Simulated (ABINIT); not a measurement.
# BaZrO3 (Pm-3m) in ABINIT: notebook

The runs below take BaZrO3 through relaxation of cell and atoms, single point, with PBE.

All numbers are computed with ABINIT 10.8.3 (patched build); they aren't measurements. Logs are shortened: lines on timing, memory, paths and dates and some standing lists are left out, and cuts for length are marked. The log counts tension as positive stress, the text compression.

## 1. The structure

Symmetry: Pm-3m, No. 221, cubic system. The conventional cell has a = 4.191 Å, b = 4.191 Å, c = 4.191 Å, α = 90.00°, β = 90.00°, γ = 90.00°. Around Ba (site symmetry m-3m) lie 12 O at 2.96 Å. Zr (site symmetry m-3m) is surrounded by 6 O at 2.10 Å. O (site symmetry 4/mmm) is surrounded by 2 Zr at 2.10 Å.

## 2. Relaxation of cell and atoms, PBE

File run.abi:

```
# Pseudopotentials
pp_dirpath "./"
pseudos "Ba.upf, Zr.upf, O.upf"

# Structure
acell 3*1.0 Angstrom
rprim
     4.1913400000     0.0000000000     0.0000000000
     0.0000000000     4.1913400000     0.0000000000
     0.0000000000     0.0000000000     4.1913400000
ntypat 3
znucl 56 40 8
natom 5
typat 1 2 3 3 3
chkprim 0
chksymtnons 0
tolsym 1.0e-6
xred
            0.0            0.0            0.0
            1/2            1/2            1/2
            1/2            1/2            0.0
            1/2            0.0            1/2
            0.0            1/2            1/2

# Plane-wave basis
ecut 42.0
ecutsm 0.5

# k points
kptopt 1
ngkpt 4 4 4
nshiftk 1
shiftk 0.0 0.0 0.0

# Exchange and correlation
ixc 11

# Bands and occupations
nband 24
occopt 3
tsmear 0.05 eV

# SCF cycle
nstep 80
tolvrs 1.0e-12

# Output
iomode 3
prteig 0
prtebands 0
prtwf 0
prtden 0

# Relaxation
ionmov 2
optcell 2
ntime 50
tolmxf 2.0e-5
dilatmx 1.08
```

Potentials or basis: PseudoDojo NC SR PBE v0.4.1 standard.

Started as:

```
$ abinit run.abi > log 2>&1
```

run.abo:

```text
.Version 10.8.3 of ABINIT
 Symmetries : space group Pm -3 m (#221); Bravais cP (primitive cubic)
================================================================================
 Values of the parameters that define the memory need of the present run
     intxc =       0    ionmov =       2      iscf =       7    lmnmax =       6
     lnmax =       6     mgfft =      50  mpssoang =       3    mqgrid =    3001
     natom =       5  nloc_mem =       1    nspden =       1   nspinor =       1
    nsppol =       1      nsym =      48    n1xccc =    2501    ntypat =       3
    occopt =       3   xclevel =       2
       mpw =        8174          nfft =      125000          nkpt =          10
================================================================================
================================================================================

--------------------------------------------------------------------------------
------------- Echo of variables that govern the present computation ------------
--------------------------------------------------------------------------------
 -outvars: echo values of preprocessed input variables --------
            acell      1.8897261259E+00  1.8897261259E+00  1.8897261259E+00 Bohr
              amu      1.37327000E+02  9.12240000E+01  1.59994000E+01
          chkprim           0
      chksymtnons           0
          dilatmx      1.08000000E+00
             ecut      4.20000000E+01 Hartree
           ecutsm      5.00000000E-01 Hartree
           ionmov           2
              ixc          11
         kptrlatt        4    0    0      0    4    0      0    0    4
          kptrlen      3.16819388E+01
            natom           5
            nband          24
            ngfft          50      50      50
             nkpt          10
            nstep          80
             nsym          48
            ntime          50
           ntypat           3
           occopt           3
          optcell           2
           prtden           0
        prtebands           0
           prteig           0
            prtwf           0
            rprim      4.1913400000E+00  0.0000000000E+00  0.0000000000E+00
                       0.0000000000E+00  4.1913400000E+00  0.0000000000E+00
                       0.0000000000E+00  0.0000000000E+00  4.1913400000E+00
          spgroup         221
           tolmxf      2.00000000E-05
           tolsym      1.00000000E-06
           tolvrs      1.00000000E-12
           tsmear      1.83746611E-03 Hartree
            typat      1  2  3  3  3
           xangst      0.0000000000E+00  0.0000000000E+00  0.0000000000E+00
                       2.0956700000E+00  2.0956700000E+00  2.0956700000E+00
                       2.0956700000E+00  2.0956700000E+00  0.0000000000E+00
                       2.0956700000E+00  0.0000000000E+00  2.0956700000E+00
                       0.0000000000E+00  2.0956700000E+00  2.0956700000E+00
            xcart      0.0000000000E+00  0.0000000000E+00  0.0000000000E+00
                       3.9602423503E+00  3.9602423503E+00  3.9602423503E+00
                       3.9602423503E+00  3.9602423503E+00  0.0000000000E+00
                       3.9602423503E+00  0.0000000000E+00  3.9602423503E+00
                       0.0000000000E+00  3.9602423503E+00  3.9602423503E+00
             xred      0.0000000000E+00  0.0000000000E+00  0.0000000000E+00
                       5.0000000000E-01  5.0000000000E-01  5.0000000000E-01
                       5.0000000000E-01  5.0000000000E-01  0.0000000000E+00
                       5.0000000000E-01  0.0000000000E+00  5.0000000000E-01
                       0.0000000000E+00  5.0000000000E-01  5.0000000000E-01
            znucl       56.00000   40.00000    8.00000

================================================================================

 chkinp: Checking input parameters for consistency.

================================================================================
== DATASET  1 ==================================================================

--- !DatasetInfo
iteration_state: {dtset: 1, }
dimensions: {natom: 5, nkpt: 10, mband: 24, nsppol: 1, nspinor: 1, nspden: 1, mpw: 8174, }
cutoff_energies: {ecut:  42.0, pawecutdg:  -1.0, }
electrons: {nelect:   4.00000000E+01, charge:   0.00000000E+00, occopt:   3.00000000E+00, tsmear:   1.83746611E-03, }
meta: {optdriver: 0, ionmov: 2, optcell: 2, iscf: 7, paral_kgb: 0, }
...

 Exchange-correlation functional for the present dataset will be:
  GGA: Perdew-Burke-Ernzerhof functional - ixc=11
  J.P.Perdew, K.Burke, M.Ernzerhof, PRL 77, 3865 (1996)

[... 25 lines left out ...]

   2.56546439E+03                                ecore*ucvol(ha*bohr**3)
--------------------------------------------------------------------------------

================================================================================

=== [ionmov= 2] Broyden-Fletcher-Goldfarb-Shanno method (forces)
================================================================================

--- Iteration: ( 1/50) Internal Cycle: (1/1)
--------------------------------------------------------------------------------

---SELF-CONSISTENT-FIELD CONVERGENCE--------------------------------------------
[... 472 lines left out ...]
 Difference of energy with previous step (new-old):
           Absolute (Ha)=-3.01403E-07
           Relative     =-2.34216E-09

 At Broyd/MD step   4, gradients are converged :
  max grad (force/stress) = 5.2542E-06 < tolmxf= 2.0000E-05 ha/bohr (free atoms)

================================================================================

 ----iterations are completed or convergence reached----

 Mean square residual over all n,k,spin=   41.602E-10; max=  77.379E-08
 reduced coordinates (array xred) for    5 atoms
       0.000000000000      0.000000000000      0.000000000000
       0.500000000000      0.500000000000      0.500000000000
       0.500000000000      0.500000000000      0.000000000000
       0.500000000000      0.000000000000      0.500000000000
       0.000000000000      0.500000000000      0.500000000000
 rms dE/dt=  0.0000E+00; max dE/dt=  0.0000E+00; dE/dt below (all hartree)
    1       0.000000000000      0.000000000000      0.000000000000
    2       0.000000000000      0.000000000000      0.000000000000
    3       0.000000000000      0.000000000000      0.000000000000
    4       0.000000000000      0.000000000000      0.000000000000
    5       0.000000000000      0.000000000000      0.000000000000

 cartesian coordinates (angstrom) at end:
    1      0.00000000000000     0.00000000000000     0.00000000000000
    2      2.11446020363477     2.11446020363477     2.11446020363477
    3      2.11446020363477     2.11446020363477     0.00000000000000
    4      2.11446020363477     0.00000000000000     2.11446020363477
    5      0.00000000000000     2.11446020363477     2.11446020363477

 cartesian forces (hartree/bohr) at end:
    1     -0.00000000000000    -0.00000000000000    -0.00000000000000
    2     -0.00000000000000    -0.00000000000000    -0.00000000000000
    3     -0.00000000000000    -0.00000000000000    -0.00000000000000
    4     -0.00000000000000    -0.00000000000000    -0.00000000000000
    5     -0.00000000000000    -0.00000000000000    -0.00000000000000
 frms,max,avg= 0.0000000E+00 0.0000000E+00   0.000E+00  0.000E+00  0.000E+00 h/b

 cartesian forces (eV/Angstrom) at end:
    1     -0.00000000000000    -0.00000000000000    -0.00000000000000
    2     -0.00000000000000    -0.00000000000000    -0.00000000000000
    3     -0.00000000000000    -0.00000000000000    -0.00000000000000
    4     -0.00000000000000    -0.00000000000000    -0.00000000000000
    5     -0.00000000000000    -0.00000000000000    -0.00000000000000
 frms,max,avg= 0.0000000E+00 0.0000000E+00   0.000E+00  0.000E+00  0.000E+00 e/A
 length scales=  7.991501378002  7.991501378002  7.991501378002 bohr
              =  4.228920407270  4.228920407270  4.228920407270 angstroms
 Fermi (or HOMO) energy (hartree) =   0.27973   Average Vxc (hartree)=  -0.39878
 Eigenvalues (hartree) for nkpt=  10  k points:
 kpt#   1, nband= 24, wtk=  0.01563, kpt=  0.0000  0.0000  0.0000 (reduced coord)
  -1.50744   -0.70575   -0.70368   -0.70368   -0.70368   -0.37084   -0.35990   -0.35990
  -0.15875   -0.15875   -0.15875    0.17216    0.17216    0.17216    0.19188    0.19188
   0.19188    0.21783    0.21783    0.21783    0.34241    0.34241    0.34241    0.39824
      occupation numbers for kpt#   1
   2.00000    2.00000    2.00000    2.00000    2.00000    2.00000    2.00000    2.00000
   2.00000    2.00000    2.00000    2.00000    2.00000    2.00000    2.00000    2.00000
   2.00000    2.00000    2.00000    2.00000    0.00000    0.00000    0.00000    0.00000
 prteigrs : prtvol=0 or 1, do not print more k-points.

--- !EnergyTerms
iteration_state     : {dtset: 1, itime: 4, icycle: 1, }
comment             : Components of total free energy in Hartree
kinetic             :  5.40398717853323E+01
hartree             :  2.51187297255831E+01
xc                  : -2.93629305223119E+01
Ewald energy        : -9.81147615017733E+01
psp_core            :  5.02667556055810E+00
local_psp           : -8.65561628341085E+01
non_local_psp       :  1.16272322340044E+00
internal            : -1.28685854563320E+02
'-kT*entropy'       :  1.67560524526231E-15
total_energy        : -1.28685854563320E+02
total_energy_eV     : -3.50172049291663E+03
band_energy         : -8.80979718036757E+00
...

 Cartesian components of stress tensor (hartree/bohr^3)
  sigma(1 1)= -5.25420825E-08  sigma(3 2)=  0.00000000E+00
  sigma(2 2)= -5.25420825E-08  sigma(3 1)=  0.00000000E+00
  sigma(3 3)= -5.25420825E-08  sigma(2 1)=  0.00000000E+00

-Cartesian components of stress tensor (GPa)         [Pressure=  1.5458E-03 GPa]
- sigma(1 1)= -1.54584144E-03  sigma(3 2)=  0.00000000E+00
- sigma(2 2)= -1.54584144E-03  sigma(3 1)=  0.00000000E+00
- sigma(3 3)= -1.54584144E-03  sigma(2 1)=  0.00000000E+00

== END DATASET(S) ==============================================================
================================================================================

 -outvars: echo values of variables after computation  --------
            acell      7.9915013780E+00  7.9915013780E+00  7.9915013780E+00 Bohr
           etotal     -1.2868585456E+02
            fcart     -0.0000000000E+00 -0.0000000000E+00 -0.0000000000E+00
                      -0.0000000000E+00 -0.0000000000E+00 -0.0000000000E+00
                      -0.0000000000E+00 -0.0000000000E+00 -0.0000000000E+00
                      -0.0000000000E+00 -0.0000000000E+00 -0.0000000000E+00
                      -0.0000000000E+00 -0.0000000000E+00 -0.0000000000E+00
           strten     -5.2542082503E-08 -5.2542082494E-08 -5.2542082503E-08
                       0.0000000000E+00  0.0000000000E+00  0.0000000000E+00
           xangst      0.0000000000E+00  0.0000000000E+00  0.0000000000E+00
                       2.1144602036E+00  2.1144602036E+00  2.1144602036E+00
                       2.1144602036E+00  2.1144602036E+00  0.0000000000E+00
                       2.1144602036E+00  0.0000000000E+00  2.1144602036E+00
                       0.0000000000E+00  2.1144602036E+00  2.1144602036E+00
             xred      0.0000000000E+00  0.0000000000E+00  0.0000000000E+00
                       5.0000000000E-01  5.0000000000E-01  5.0000000000E-01
                       5.0000000000E-01  5.0000000000E-01  0.0000000000E+00
                       5.0000000000E-01  0.0000000000E+00  5.0000000000E-01
                       0.0000000000E+00  5.0000000000E-01  5.0000000000E-01
 Calculation completed.
```

Run time: 4.3 min. Hardware: 1 thread of Arm Neoverse V1, shared host; peak memory 0.11 GiB.

Results:

```yaml
Free_energy: -3501.7205 eV
Relaxed_volume: 15.13 Å³/atom
Relaxed_cell: a = 4.229 Å, b = 4.229 Å, c = 4.229 Å, α = 90.00°, β = 90.00°, γ = 90.00°
Space_group_after_relaxing_to_0.05_Å: Pm-3m (No. 221)
Energy_gained_by_relaxing: 5.2 meV/atom
Ionic_steps: 4
Pressure_after_relaxing: 0.0 GPa
Band_gap_on_the_k_mesh: 3.15 eV, indirect (least direct gap 3.39 eV)
```

Step by step:
| step | energy change (eV) | largest force (eV/Å) | pressure (GPa) | volume (Å³) |
| --- | --- | --- | --- | --- |
| 1 | 0.0000 | 0.0000 | 4.25 | 73.63 |
| 2 | -0.0191 | 0.0000 | 2.13 | 74.59 |
| 3 | -0.0259 | 0.0000 | 0.07 | 75.59 |
| 4 | -0.0259 | 0.0000 | 0.00 | 75.63 |

Final structure:
```cif
data_structure
_symmetry_space_group_name_H-M 'P 1'
_symmetry_Int_Tables_number 1
_cell_length_a 4.2289
_cell_length_b 4.2289
_cell_length_c 4.2289
_cell_angle_alpha 90.000
_cell_angle_beta 90.000
_cell_angle_gamma 90.000
_cell_volume 75.63
loop_
_atom_site_label
_atom_site_type_symbol
_atom_site_fract_x
_atom_site_fract_y
_atom_site_fract_z
_atom_site_occupancy
Ba1 Ba 0.00000 0.00000 0.00000 1
Zr1 Zr 0.50000 0.50000 0.50000 1
O1 O 0.50000 0.50000 0.00000 1
O2 O 0.50000 0.00000 0.50000 1
O3 O 0.00000 0.50000 0.50000 1
```

Caveat: this set's barium file shifts pressures by 1 GPa against other sets; this release of the barium file is off; spin-orbit coupling is left out, which moves the levels of the heavy elements. A k mesh can miss the band edges.

## 3. Single point, PBE (cell relaxed)

File run.abi:

```
# Pseudopotentials
pp_dirpath "./"
pseudos "Ba.upf, Zr.upf, O.upf"

# Structure
acell 7.9915013777 7.9915013777 7.9915013777
rprim
     1.0000000000     0.0000000000     0.0000000000
     0.0000000000     1.0000000000     0.0000000000
     0.0000000000     0.0000000000     1.0000000000
ntypat 3
znucl 56 40 8
natom 5
typat 1 2 3 3 3
xred
     0.0000000000     0.0000000000     0.0000000000
     0.5000000000     0.5000000000     0.5000000000
     0.5000000000     0.5000000000     0.0000000000
     0.5000000000     0.0000000000     0.5000000000
     0.0000000000     0.5000000000     0.5000000000
chkprim 0
chksymtnons 0
tolsym 1.0e-6

# Plane-wave basis
ecut 1142.878222 eV

# k points
kptopt 1
ngkpt 4 4 4
nshiftk 1
shiftk 0.0 0.0 0.0

# Exchange and correlation
ixc 11

# Bands and occupations
nband 24
occopt 3
tsmear 0.00183747

# SCF cycle
nstep 100
tolvrs 1.0e-10

# Output
iomode 3
prtwf 0
prtden 0
prteig 0
prtebands 0
```

Potentials or basis: PseudoDojo NC SR PBE v0.4.1 standard.

Started as:

```
$ abinit run.abi > log 2>&1
```

run.abo:

```text
.Version 10.8.3 of ABINIT
 Symmetries : space group Pm -3 m (#221); Bravais cP (primitive cubic)
================================================================================
 Values of the parameters that define the memory need of the present run
     intxc =       0    ionmov =       0      iscf =       7    lmnmax =       6
     lnmax =       6     mgfft =      48  mpssoang =       3    mqgrid =    3001
     natom =       5  nloc_mem =       1    nspden =       1   nspinor =       1
    nsppol =       1      nsym =      48    n1xccc =    2501    ntypat =       3
    occopt =       3   xclevel =       2
       mpw =        6672          nfft =      110592          nkpt =          10
================================================================================
================================================================================

--------------------------------------------------------------------------------
------------- Echo of variables that govern the present computation ------------
[... 244 lines left out ...]
 -outvars: echo values of variables after computation  --------
            acell      7.9915013777E+00  7.9915013777E+00  7.9915013777E+00 Bohr
           etotal     -1.2868586351E+02
            fcart     -0.0000000000E+00 -0.0000000000E+00 -0.0000000000E+00
                      -0.0000000000E+00 -0.0000000000E+00 -0.0000000000E+00
                      -0.0000000000E+00 -0.0000000000E+00 -0.0000000000E+00
                      -0.0000000000E+00 -0.0000000000E+00 -0.0000000000E+00
                      -0.0000000000E+00 -0.0000000000E+00 -0.0000000000E+00
           strten      8.2902807300E-07  8.2902807301E-07  8.2902807301E-07
                       0.0000000000E+00  0.0000000000E+00  0.0000000000E+00
           xangst      0.0000000000E+00  0.0000000000E+00  0.0000000000E+00
                       2.1144602036E+00  2.1144602036E+00  2.1144602036E+00
                       2.1144602036E+00  2.1144602036E+00  0.0000000000E+00
                       2.1144602036E+00  0.0000000000E+00  2.1144602036E+00
                       0.0000000000E+00  2.1144602036E+00  2.1144602036E+00
             xred      0.0000000000E+00  0.0000000000E+00  0.0000000000E+00
                       5.0000000000E-01  5.0000000000E-01  5.0000000000E-01
                       5.0000000000E-01  5.0000000000E-01  0.0000000000E+00
                       5.0000000000E-01  0.0000000000E+00  5.0000000000E-01
                       0.0000000000E+00  5.0000000000E-01  5.0000000000E-01
 Calculation completed.
```

Wall time 58 s (1 thread of Arm Neoverse V1, shared host); peak memory 0.1 GiB.

Results:

* Free energy: -3501.7207 eV
* Pressure: 0.0 GPa
* Band gap on the k mesh: 3.15 eV, indirect (least direct gap 3.39 eV)
* Valence electrons inside the program's atomic spheres: Ba 5.20; Zr 8.25; O 6.20

Levels at points of the mesh, in eV from the valence-band top:
```
           k point  band 16  band 17  band 18  band 19  band 20  band 21  band 22  band 23  band 24
(0.00, 0.00, 0.00)    -0.94    -0.94    -0.24    -0.24    -0.24     3.15     3.15     3.15     4.67
(0.50, 0.00, 0.00)    -1.68    -1.68    -1.58    -0.48    -0.48     3.55     5.54     5.54     6.57
(0.50, 0.50, 0.00)    -2.30    -0.91    -0.91    -0.85    -0.06     5.51     5.51     6.32     6.38
(0.50, 0.50, 0.50)    -2.50    -2.50     0.00     0.00     0.00     5.93     5.93     5.93     6.77
```

Caveat: this set's barium file shifts pressures by 1 GPa against other sets; this release of the barium file is off; spin-orbit coupling is left out, which moves the levels of the heavy elements. A k mesh can miss the band edges.
